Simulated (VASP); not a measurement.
This VASP 6.6.1 run on AgCl needs a look.

The input INCAR:

```
  PREC = Accurate
  ENCUT = 520
  EDIFF = 1E-6
  ISMEAR = -5
  SIGMA = 0.05
  LREAL = False
  LASPH = True
  NELM = 91
  ALGO = Damped
  ISIF = 2
  LWAVE = False
  LCHARG = False
  METAGGA = R2SCAN
  LHFCALC = True
  AEXX = 0.5
  LMIXTAU = True
  PRECFOCK = Fast
  LORBIT = 11
  TIME = 2.0
```

KPOINTS

```
regular mesh
0
Gamma
  4 4 4
```

Contents of POSCAR:

```
AgCl
3.434
    0.999992137449      0.000000000000      0.000000000000
    0.000000000000      0.999992137449      0.000000000000
    0.000000000000      0.000000000000      0.999992137449
Ag Cl
1 1
Direct
    0.0000000000      0.0000000000      0.0000000000
    0.5000000000      0.5000000000      0.5000000000
```

Potentials or basis: VASP PAW PBE potentials, release 64 (Ag, Cl).

The run is started by

```console
$ cat potpaw_PBE.64/Ag/POTCAR potpaw_PBE.64/Cl/POTCAR > POTCAR
$ mpirun -np 1 vasp_std > vasp.out
```

OUTCAR:

```text
PREC = Accurate
   ENCUT = 520
   EDIFF = 1E-6
   ISMEAR = -5
   LREAL = False
   LASPH = True
   NELM = 91
   ISIF = 2
   METAGGA = R2SCAN
   LHFCALC = True
   AEXX = 0.5
   PRECFOCK = Fast
   LORBIT = 11

 ion  position               nearest neighbor table
   1  0.000  0.000  0.000-   2 2.97   2 2.97   2 2.97   2 2.97   2 2.97   2 2.97   2 2.97   2 2.97

[... 189 lines left out ...]
  Total     -267.8568815   -267.8568815   -267.8568815      0.0000000      0.0000000     -0.0000000
  in kB   -10597.9718665 -10597.9718665 -10597.9718665      0.0000000      0.0000000     -0.0000000
  external PRESSURE =  -10597.9718665 kB  Pullay stress =       0.0000000 kB

 VOLUME and BASIS-vectors are now :
 -----------------------------------------------------------------------------
  energy-cutoff  :      520.00
  volume of cell :       40.49
      direct lattice vectors                 reciprocal lattice vectors
     3.433973000  0.000000000  0.000000000     0.291207881  0.000000000  0.000000000
     0.000000000  3.433973000  0.000000000     0.000000000  0.291207881  0.000000000
     0.000000000  0.000000000  3.433973000     0.000000000  0.000000000  0.291207881

 POSITION                                       TOTAL-FORCE (eV/Angst)
 -----------------------------------------------------------------------------------
      0.00000      0.00000      0.00000         0.000000      0.000000      0.000000
      1.71699      1.71699      1.71699         0.000000      0.000000      0.000000
 -----------------------------------------------------------------------------------
    total drift:                                0.463441      0.453619      0.491374

  FREE ENERGIE OF THE ION-ELECTRON SYSTEM (eV)
  ---------------------------------------------------
  free  energy   TOTEN  =       345.2931017173 eV

  energy  without entropy=      345.2931017173  energy(sigma->0) =      345.29310172

 total charge

# of ion       s       p       d       tot
------------------------------------------
    1        1.485   2.407   9.276  13.168
    2        0.981   0.197   0.000   1.178
--------------------------------------------------
tot          2.466   2.604   9.276  14.346
```

On the terminal:

```text
POSCAR found type information on POSCAR AgCl
 POSCAR found :  2 types and       2 ions
[... 68 lines left out ...]

 deleting file STOPCAR
```

Problem. How did it end, and where is the flaw?

Solution. The run was cut off at its time limit. The input holds a flaw that was put in on purpose: damping step far too long (ALGO = Damped; TIME = 2).
